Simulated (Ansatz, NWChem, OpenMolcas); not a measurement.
**Abstraction of Cl: BCl3 + C4H9 → BCl2 + C4H9Cl**

Species: BCl3 (boron trichloride) `ClB(Cl)Cl`, singlet; C4H9 (1-butyl radical) `[CH2]CCC`, doublet; BCl2 `Cl[B]Cl`, doublet; C4H9Cl (1-chlorobutane) `CCCCCl`, singlet. A radical takes Cl: the energy is the difference in strength between the B–Cl bond broken and the C–Cl bond made.

Shapes, held fixed at every level: PBE0-D4/def2-TZVP. Flexible molecules stand in one conformer, not always the lowest. Programs: Ansatz 0.2.0, NWChem 7.3.0, OpenMolcas 26.06. A level may come from different programs for different species; with the same settings they agree closely. The zero-point and thermal change to 298 K, harmonic and unscaled (PBE0-D4/def2-TZVP), is +8.5 kJ/mol.

Question: Estimate ΔH(298 K) of this reaction.

Answer: MP2/def2-TZVPP gives ΔH(298 K) = +140.0 kJ/mol; the levels span +135.2 to +152.4. The median of the levels is +141.6. No measured value is set beside it here. Open shells run unrestricted unless RO is named.

```tsv
level	kind	ΔH(298 K) (kJ/mol)
HF/def2-TZVPP	Hartree–Fock	+152.4
PBE-D4/def2-TZVPP	GGA	+135.2
B3LYP/6-31G* (spherical functions)	global hybrid	+139.0
PBE0-D4/def2-TZVPP	global hybrid	+140.2
r2SCAN0-D4/def2-TZVPP	global hybrid	+146.9
wB97M-V/def2-TZVPP	range-separated hybrid	+147.9
B2PLYP/def2-TZVPP	double hybrid	+143.0
MP2/def2-TZVPP	perturbation theory	+140.0
```
